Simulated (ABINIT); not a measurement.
Crystal: BP.

```
CELL_PARAMETERS angstrom
0.00000 2.26900 2.26900
2.26900 0.00000 2.26900
2.26900 2.26900 0.00000
ATOMIC_POSITIONS crystal
P 0.75000 0.75000 0.75000
B 0.00000 0.00000 0.00000
```

Program: ABINIT 10.8.3 (patched build). Alike in all runs: task single point; potentials or basis JTH PAW PBE v2.0; no spin polarisation; cell as given; k mesh 10 × 10 × 10; cutoff (eV) 653; smearing fermi-dirac 0.05 eV.

Question: Order these runs on this cell by their pressure, lowest first.
A. level PBEsol
B. level PW91
C. level BLYP
D. level RPBE
E. level LDA

Answer: E (-4.5 GPa), A (-1.7 GPa), B (1.0 GPa), D (3.7 GPa), C (6.1 GPa).

Caveats: the PAW data sets were made with another functional, which shifts forces and pressure a little.

Runs at the PBE level aren't shown here.
